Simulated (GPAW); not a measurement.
# BN (Pnma) in GPAW: settings compared

One crystal, BN, is run at these levels: LDA, r2SCAN, TB-mBJ; tasks: band structure, single point.

All numbers are computed with GPAW 26.7.0; they aren't measurements. Logs are shortened: lines on timing, memory, paths and dates and some standing lists are left out, and cuts for length are marked. The log counts tension as positive stress, the text compression.

### Step 1. The structure

It takes space group Pnma (No. 62, orthorhombic). Conventional cell: a = 4.880 Å, b = 2.591 Å, c = 4.292 Å, α = 90.00°, β = 90.00°, γ = 90.00°. N (site symmetry m) has 4 B at 1.51 to 1.65 Å as nearest neighbours. B (site symmetry m) has 4 N at 1.51 to 1.65 Å as nearest neighbours.

Measurements of this composition are mostly on another form, of space group No. 194.

### Step 2. Band structure, LDA

Input file run.py:

```python
from ase import Atoms
from ase.dft.bandgap import bandgap
from ase.io import write
from ase.units import GPa
from gpaw import GPAW, PW

atoms = Atoms(['N', 'N', 'N', 'N', 'B', 'B', 'B', 'B'],
              cell=[[4.880089, 0.0, 0.0],
                    [0.0, 2.591464, 0.0],
                    [0.0, 0.0, 4.292049]],
              scaled_positions=[[0.32113, 0.75, 0.106486],
                                [0.67887, 0.25, 0.893514],
                                [0.17887, 0.25, 0.606486],
                                [0.82113, 0.75, 0.393514],
                                [0.340413, 0.25, 0.907096],
                                [0.159587, 0.75, 0.407096],
                                [0.840413, 0.25, 0.592904],
                                [0.659587, 0.75, 0.092904]],
              pbc=True)

calc = GPAW(mode=PW(800),
            xc='LDA',
            kpts={'size': (4, 7, 4), 'gamma': True},
            occupations={'name': 'fermi-dirac', 'width': 0.05},
            nbands=32,
            convergence={'density': 1e-05, 'energy': 1e-05},
            maxiter=150,
            txt='gpaw.txt')
atoms.calc = calc
energy = atoms.get_potential_energy()
forces = atoms.get_forces()
stress = atoms.get_stress()
calc.write('gs.gpw')
write('result.traj', atoms)
print(f'Energy: {energy:.6f} eV')
print('Forces (eV/A):')
print(forces.round(4))
print('Stress (GPa):', (stress / GPa).round(3))
print('Fermi level:', round(calc.get_fermi_level(), 4), 'eV')
print(f'Gap: {bandgap(calc)[0]:.4f} eV, direct: {bandgap(calc, direct=True)[0]:.4f} eV')

path = atoms.cell.bandpath('GXSYGZURTZ,YT,UX,SR', npoints=100, eps=1e-4)
bs_calc = calc.fixed_density(kpts=path, symmetry='off', nbands=47,
                             convergence={'bands': 'CBM+6.0', 'eigenstates': 1e-6}, txt='bands.txt')
bs = bs_calc.band_structure()
bs.write('bs.json')
print(f'Gap on the path: {bandgap(bs_calc)[0]:.4f} eV')
```

Potentials or basis: the program's PAW data sets (release 1.2.1) made for this functional, pw.

The run is started by

```
$ OMP_NUM_THREADS=1 python run.py
```

gpaw.txt:

```text
__  _  _
 | _ |_)|_||  |
 |__||  | ||/\| - 26.7.0

Input parameters:
  mode=PW(ecut=800.0),
  convergence={'density': 1e-05, 'energy': 1e-05},
  kpts=MonkhorstPack(size=(4, 7, 4), gamma=True),
  maxiter=150,
  nbands=32,
  occupations=Occupations(name='fermi-dirac', width=0.05),
  xc=XC(name='LDA')

Diagonalizing LCAO Hamiltonian
Converting LCAO to pw mode
   .-----------.
  /|           |
 * |  B   N    |
 | |N          |
 | |        B  |
 | .--N---B----.
 |/           /
 *-----------*

Atoms  # Å, Bohr magnetons
|   | symbol |        x |        y |        z |    initial magnetic moments |
|---|--------|----------|----------|----------|-----------------------------|
| 0 |      N | 1.567143 | 1.943598 | 0.457043 | ( 0.0000,  0.0000,  0.0000) |
| 1 |      N | 3.312946 | 0.647866 | 3.835006 | ( 0.0000,  0.0000,  0.0000) |
| 2 |      N | 0.872902 | 0.647866 | 2.603068 | ( 0.0000,  0.0000,  0.0000) |
| 3 |      N | 4.007187 | 1.943598 | 1.688981 | ( 0.0000,  0.0000,  0.0000) |
| 4 |      B | 1.661246 | 0.647866 | 3.893300 | ( 0.0000,  0.0000,  0.0000) |
| 5 |      B | 0.778799 | 1.943598 | 1.747276 | ( 0.0000,  0.0000,  0.0000) |
| 6 |      B | 4.101290 | 0.647866 | 2.544773 | ( 0.0000,  0.0000,  0.0000) |
| 7 |      B | 3.218843 | 1.943598 | 0.398749 | ( 0.0000,  0.0000,  0.0000) |

Unit cell  # Å
| periodic |        x |        y |        z |  lengths |    angles |
|----------|----------|----------|----------|----------|-----------|
|      yes | 4.880089 | 0.000000 | 0.000000 | 4.880089 | 90.000000 |
|      yes | 0.000000 | 2.591464 | 0.000000 | 2.591464 | 90.000000 |
|      yes | 0.000000 | 0.000000 | 4.292049 | 4.292049 | 90.000000 |

Number of symmetries: 2
Symmetry operations  # r_c * U_cc + t_c -> r_c
|   | kind |            matrix            |
|---|------|------------------------------|
| 0 |  E   |  1, 0, 0,  0, 1, 0,  0, 0, 1 |
| 1 |  i   | -1, 0, 0,  0,-1, 0,  0, 0,-1 |

BZ-sampling:
  Number of BZ points: 112
  Number of IBZ points: 58

  Monkhorst-Pack size: [4, 7, 4]
  Monkhorst-Pack shift: [0.125, 0.0, 0.125]

K-points  # in reciprocal-cell coordinates
|     |                                coordinates |     weight |
|-----|--------------------------------------------|------------|
|   0 | (  0.00000000,   0.00000000,   0.00000000) | 0.00892857 |
|   1 | (  0.00000000,   0.00000000,   0.25000000) | 0.01785714 |
|   2 | (  0.00000000,   0.00000000,   0.50000000) | 0.00892857 |
|   3 | (  0.00000000,   0.14285714,  -0.25000000) | 0.01785714 |
|   4 | (  0.00000000,   0.14285714,   0.00000000) | 0.01785714 |
|   5 | (  0.00000000,   0.14285714,   0.25000000) | 0.01785714 |
|   6 | (  0.00000000,   0.14285714,   0.50000000) | 0.01785714 |
|   7 | (  0.00000000,   0.28571429,  -0.25000000) | 0.01785714 |
|   8 | (  0.00000000,   0.28571429,   0.00000000) | 0.01785714 |
|   9 | (  0.00000000,   0.28571429,   0.25000000) | 0.01785714 |
| ... |                                            |            |
|  57 | (  0.50000000,   0.42857143,   0.50000000) | 0.01785714 |

Plane wave coefficients: 2816
Cutoff: 800.0 eV

Spin-components: 1 (collinear spins)
Bands:           32
Projectors:      40
Spin-degeneracy: 2
Datatype:        complex128

Parallelization:
  kpt:    1
  domain: 1
  band:   1

Density:
  Valence electrons: 32.0
  Components: 1
  Grid points: [32 18 28]
  Charge: 0.0  # |e|

Potential:
  Grid points: [32 18 28]

species:
  N:
    name:    Nitrogen
    Z:       7.0
    valence: 5
    core:    2
    charge:  0.0  # [|e|]
    compensation charges:
      type: gauss
      rc: 0.18  # [Å]
      lmax: 2
    cutoffs:
      filter: 1.11  # [Å]
      core: 0.96  # [Å]
    projectors
    | kind |    occ | energy [eV] | rcut [Å] |
    |------|--------|-------------|----------|
    |   2s |  2.000 |     -18.420 |    0.603 |
    |   2p |  3.000 |      -7.237 |    0.529 |
    |    s |        |       8.791 |    0.603 |
    |    p |        |      19.974 |    0.529 |
    |    d |        |       0.000 |    0.577 |

    Using partial waves for N as LCAO basis

  B:
    name:    Boron
    Z:       5.0
    valence: 3
    core:    2
    charge:  0.0  # [|e|]
    compensation charges:
      type: gauss
      rc: 0.20  # [Å]
      lmax: 2
    cutoffs:
      filter: 1.14  # [Å]
      core: 1.42  # [Å]
    projectors
    | kind |    occ | energy [eV] | rcut [Å] |
    |------|--------|-------------|----------|
    |   2s |  2.000 |      -9.383 |    0.635 |
    |   2p |  1.000 |      -3.714 |    0.635 |
    |    s |        |      17.828 |    0.635 |
    |    p |        |      23.498 |    0.635 |
    |    d |        |       0.000 |    0.635 |

    Using partial waves for B as LCAO basis

Reference energy: -8533.954910  # eV

eigensolver:
  PPCG
  Converge bands: occupied
  niter=2

density mixing:
  MSR1-Mixer
  Pratt-step length: 0.05
  Maximum mixing coefficient: 0.75
  Old densities: 10
  SVD Regularization: 0.005
  Good broyden scale: 1.0
  Trust region scale: 1.0
  Backstep threshold: 4.0
  History deletion threshold: 6.0
  Fourier metric: weight=20.0, sigma=0.015

occupation numbers:
  Fermi-Dirac:
    width: 0.0500  # eV

poisson solver:
  ecut: 6400.0  # eV

xc functional:
  name: None

convergence criteria:
- Maximum integral of absolute [dens]ity change: 1e-05 electrons / valence electron
- Maximum [total energy] change in last 3 cyles: 1e-05 eV / valence electron
- Maximum integral of absolute [eigenst]ate change: 4e-08 eV^2 / valence electron
maximum number of iterations: 150

SCF iterations
|iter     | |      energy | eigst |  dens |
|---------|-|-------------|-------|-------|
|iter:   1| |  -80.636773 | +0.31 |       |
|iter:   2| |  -79.719344 | -1.52 | -0.71 |
|iter:   3| |  -76.101559 | -0.96 | -0.76 |
|iter:   4| |  -76.009707 | -2.46 | -1.38 |
|iter:   5| |  -76.000286 | -3.19 | -1.81 |
|iter:   6| |  -76.000330 | -4.82 | -2.50 |
|iter:   7| |  -76.000336c| -6.20 | -3.25 |
|iter:   8| |  -76.000337c| -7.91c| -4.23 |
|iter:   9| |  -76.000337c| -8.15c| -4.69 |
|iter:  10| |  -76.000337c| -9.07c| -5.88c|

Converged in 10 steps
Energy contributions relative to reference atoms: (reference = -8533.954910)

Energy contributions:
  Kinetic:          62.830388
  Coulomb:         -60.089261
  Zero:              0.405287
  External:          0.000000
  Xc:              -79.146752
  Entropy:          -0.000000
  Spinorbit:         0.000000
  ----------------------------
  Free energy:     -76.000337
  Extrapolated:    -76.000337

dipole moment: (0.000010, 0.000005, 0.000009)  # |e|*Ang

Fermi level: 9.646
Eigenvalues  # (at kpt = [0.000, 0.000, 0.000])
| band index |      eig [eV] | occ [0-2] |
|------------|---------------|-----------|
|          0 |       -11.765 |     2.000 |
|        ... |               |           |
|          8 |         2.608 |     2.000 |
|          9 |         3.138 |     2.000 |
|         10 |         5.046 |     2.000 |
|         11 |         5.244 |     2.000 |
|         12 |         6.711 |     2.000 |
|         13 |         7.352 |     2.000 |
[... 8 lines left out ...]
|         22 |        16.573 |     0.000 |
|         23 |        17.811 |     0.000 |
|        ... |               |           |
|         31 |        24.767 |     0.000 |

Gap: 5.641 eV
Transition (v -> c):
  (s=0, k=0, n=15, [0.00, 0.00, 0.00]) -> (s=0, k=45, n=16, [0.50, 0.00, 0.50])
Direct/indirect transitions are different
Direct gap: 6.085 eV
Transition at: (s=0, k=29, n=15, [0.25, 0.00, 0.25])

Forces  # eV/Ang
|        x |        y |        z |
|----------|----------|----------|
|  0.12217 |  0.00000 | -0.00504 |  # N    0
| -0.12217 | -0.00000 |  0.00504 |  # N    1
| -0.12217 | -0.00000 | -0.00504 |  # N    2
|  0.12217 |  0.00000 |  0.00504 |  # N    3
|  0.00524 | -0.00000 |  0.02122 |  # B    4
| -0.00524 |  0.00000 |  0.02122 |  # B    5
|  0.00524 | -0.00000 | -0.02122 |  # B    6
| -0.00524 |  0.00000 | -0.02122 |  # B    7

Stress tensor  # eV/Ang^3
|         x |         y |         z |
|-----------|-----------|-----------|
|  0.074519 | -0.000000 | -0.000000 |
| -0.000000 |  0.084078 | -0.000000 |
| -0.000000 | -0.000000 |  0.080129 |

# Writing to gs.gpw (mode='')
```

It took 6.1 min on 1 thread of Intel Xeon at 2.50GHz (Skylake/Cascade Lake), shared host; peak memory 0.62 GiB.

Results:

* Free energy: -76.0003 eV
* Pressure: -12.7 GPa
* Largest force: 0.122 eV/Å
* Band gap on the k mesh: 5.64 eV, indirect (least direct gap 6.09 eV)
* Band gap along the path: 5.64 eV, indirect (least direct gap 6.15 eV)

Forces in eV/Å, atoms in the order of the input:
```
N    0.122  0.000 -0.005
N   -0.122  0.000  0.005
N   -0.122  0.000 -0.005
N    0.122  0.000  0.005
B    0.005  0.000  0.021
B   -0.005  0.000  0.021
B    0.005  0.000 -0.021
B   -0.005  0.000 -0.021
```

Levels at the corners of the path, in eV from the valence-band top:
```tsv
point	band 13	band 14	band 15	band 16	band 17	band 18	band 19	band 20
Γ	-0.96	-0.32	-0.19	0.00	6.47	7.11	8.01	8.11
X	-4.24	-4.24	-2.15	-2.15	6.11	6.11	8.33	8.33
S	-2.43	-2.43	-0.75	-0.75	8.10	8.10	8.10	8.10
Y	-1.46	-1.46	-1.36	-1.36	6.12	6.12	8.46	8.46
Γ	-0.96	-0.32	-0.19	0.00	6.47	7.11	8.01	8.11
Z	-1.17	-1.17	-0.73	-0.73	5.88	5.88	8.21	8.21
U	-2.77	-2.77	-2.77	-2.77	7.17	7.17	7.17	7.17
R	-2.67	-2.67	-2.67	-2.67	8.12	8.12	8.12	8.12
T	-1.50	-1.50	-1.26	-1.26	5.64	5.64	8.54	8.54
Z	-1.17	-1.17	-0.73	-0.73	5.88	5.88	8.21	8.21
Y	-1.46	-1.46	-1.36	-1.36	6.12	6.12	8.46	8.46
T	-1.50	-1.50	-1.26	-1.26	5.64	5.64	8.54	8.54
U	-2.77	-2.77	-2.77	-2.77	7.17	7.17	7.17	7.17
X	-4.24	-4.24	-2.15	-2.15	6.11	6.11	8.33	8.33
S	-2.43	-2.43	-0.75	-0.75	8.10	8.10	8.10	8.10
R	-2.67	-2.67	-2.67	-2.67	8.12	8.12	8.12	8.12
```

LDA gaps usually lie below the measured ones, often by a third to a half.

(Continued in part 2 of 2.)
